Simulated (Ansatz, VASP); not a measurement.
**One calculation of CdF2, two programs**

```
CELL_PARAMETERS angstrom
0.00000 2.74061 2.74061
2.74061 0.00000 2.74061
2.74061 2.74061 0.00000
ATOMIC_POSITIONS crystal
Cd 0.00000 0.00000 0.00000
F 0.25000 0.25000 0.25000
F 0.75000 0.75000 0.75000
```

Alike in both runs: functional PBE; k mesh 8 × 8 × 8; occupations gaussian, width 0.0233 eV; no spin polarisation.

Ansatz relaxed the structure, and its values are those at the end. VASP's run is a single point on that final structure, the one shown.

|  | VASP | Ansatz |
| --- | --- | --- |
| version | VASP 6.6.1 | Ansatz 0.2.0 |
| potentials or method | VASP PAW PBE potentials, release 64 (Cd, F) | PAW plane waves |
| plane-wave cutoff (eV) | 520 | 420 |
| valence electrons in the cell | 26 | 34 |

```csv
,VASP,Ansatz,Ansatz less VASP
gap on the k mesh at the Fermi level (eV),2.89,2.92,+0.029
pressure (GPa),0.5,0.0,-0.52
```

With one functional, cell and mesh, what is left measures potentials, basis and numerics. The two sets of potentials don't hold the same shells in valence.

A k mesh can miss the band edges.
